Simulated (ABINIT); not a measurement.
Here is an ABINIT 10.8.3 (patched build) calculation.

The input run.abi:

```
# Datasets: one volume each
ndtset 7
getwfk -1
scalecart1 3*0.9795861087
scalecart2 3*0.9864848297
scalecart3 3*0.9932883884
scalecart4 3*1.0000000000
scalecart5 3*1.0066227096
scalecart6 3*1.0131594038
scalecart7 3*1.0196128224

# Pseudopotentials
pp_dirpath "./"
pseudos "P.upf, B.upf"

# Structure
acell 6.0638487579 6.0638487579 6.0638487579
rprim
     0.0000000000     0.7071067812     0.7071067812
     0.7071067812     0.0000000000     0.7071067812
     0.7071067812     0.7071067812     0.0000000000
ntypat 2
znucl 15 5
natom 2
typat 1 2
xred
     0.7500000000     0.7500000000     0.7500000000
     0.0000000000     0.0000000000     0.0000000000

# Plane-wave basis
ecut 1034.032677 eV

# k points
kptopt 1
ngkpt 10 10 10
nshiftk 1
shiftk 0.0 0.0 0.0

# Exchange and correlation
ixc 7

# Bands and occupations
nband 8
occopt 3
tsmear 0.00183747

# SCF cycle
nstep 100
tolvrs 1.0e-10

# Output
iomode 3
prtwf 1
prtden 0
prteig 0
prtebands 0
enunit 1
```

Potentials or basis: PseudoDojo NC SR LDA v0.4.1 standard.

Launch:

```console
$ abinit run.abi > log 2>&1
```

Question: What does it give for the equilibrium volume?

Answer: 11.29 Å³/atom.

Question: Estimate the pressure derivative of the bulk modulus.

Answer: 3.8.

Question: Predict the bulk modulus.

Answer: 175 GPa.

Energy against volume, from the lowest point:
| volume (Å³/atom) | energy (meV/atom) |
| --- | --- |
| 10.981 | 4.64 |
| 11.214 | 0.00 |
| 11.448 | 0.81 |
| 11.682 | 6.57 |
| 11.915 | 16.80 |
| 12.149 | 31.11 |
| 12.383 | 49.09 |

Caveat: pressures at fixed basis lie under the slope of the energies. LDA usually gives volumes a few per cent too small.

**Measured values to compare with.**

From “Equation of state of single-crystal cubic boron phosphide”, 2014, arxiv:1407.1677, for a bulk crystal of BP at 300 K: bulk modulus 179 ± 1 GPa.

A measured bulk modulus of BP is 179 GPa (300 K; “Equation of state of single-crystal cubic boron phosphide”, 2014, arxiv:1407.1677); the calculated 175 GPa misses it by -2.4 %. 3 values of this kind are on record (173 to 179 GPa); this one was drawn at random among those near their median, those with a stated uncertainty first. The fit is for a static lattice scaled at fixed shape and fixed fractional positions.
